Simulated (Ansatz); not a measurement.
Set up this calculation in Ansatz 0.2.0, as the native input.

| Quantity | Value |
| --- | --- |
| Task | relaxation of cell and atoms |
| Functional | LDA |
| Dispersion | D3(BJ) |
| Potentials or basis | Ansatz PAW |
| Cutoff | 420 eV (not typed: the program's choice for these potentials) |
| k mesh | 10 × 10 × 8 |
| Occupations | tetrahedron |
| Spin | no spin polarisation |

The system is MgB2.

```
CELL_PARAMETERS angstrom
3.08500 0.00000 0.00000
-1.54250 2.67169 0.00000
0.00000 0.00000 3.52300
ATOMIC_POSITIONS crystal
Mg 0.00000 0.00000 0.00000
B 0.66667 0.33333 0.50000
B 0.33333 0.66667 0.50000
```

These files were run (other wordings do the same):

input.yaml

```yaml
crystal:
  lattice:
    - [3.085, 0.0, 0.0]
    - [-1.5425, 2.6716883707, 0.0]
    - [0.0, 0.0, 3.523]
  atoms:
    - { symbol: Mg, position: [0.0, 0.0, 0.0] }
    - { symbol: B, position: [0.6666666667, 0.3333333333, 0.5] }
    - { symbol: B, position: [0.3333333333, 0.6666666667, 0.5] }
hamiltonian:
  xc: lda
  pseudopotentials: { kind: paw }
  dispersion: d3bj
kpoints:
  mp_grid: { grid: [10, 10, 8] }
scf:
  occupations: { method: tetrahedron }
output:
  forces: true
  stress: true
relax:
  f_tol: 0.01
  max_steps: 40
  cell: { stress_tol: 0.05 }
```

Potentials or basis: Ansatz PAW.

Launch:

```console
$ ansatz run input.yaml --threads 2 --pin off --max-ram 5632MiB --backend cpu --events-out ev --progress --plain --runs-dir out
```

It gave:

- Relaxed volume: 8.89 Å³/atom
- Relaxed cell: a = 3.007 Å, b = 3.007 Å, c = 3.404 Å, α = 90.00°, β = 90.00°, γ = 120.00°
- Space group after relaxing (to 0.05 Å): P6/mmm (No. 191)
- Energy gained by relaxing: 32.7 meV/atom
- Ionic steps: 8
- Pressure after relaxing: 0.0 GPa
- Band gap on the k mesh: none (metal or under the smearing width)

Caveat: the plane-wave basis is chosen anew once the cell has moved, so the energies of steps on either side of that aren't comparable; pairwise dispersion overbinds metals, which lowers pressure and volume; the PAW data sets come from PBE, with cores solved anew for the run's functional, which leaves a small shift of forces and pressure; with tetrahedron occupations forces and stress needn't match the slope of the energy; the dispersion damping was fitted for another functional or another form of the correction.

Run time: 7.2 s on 2 threads of Intel(R) Xeon(R) Processor @ 2.70GHz (shared host), peak memory 0.33 GiB.
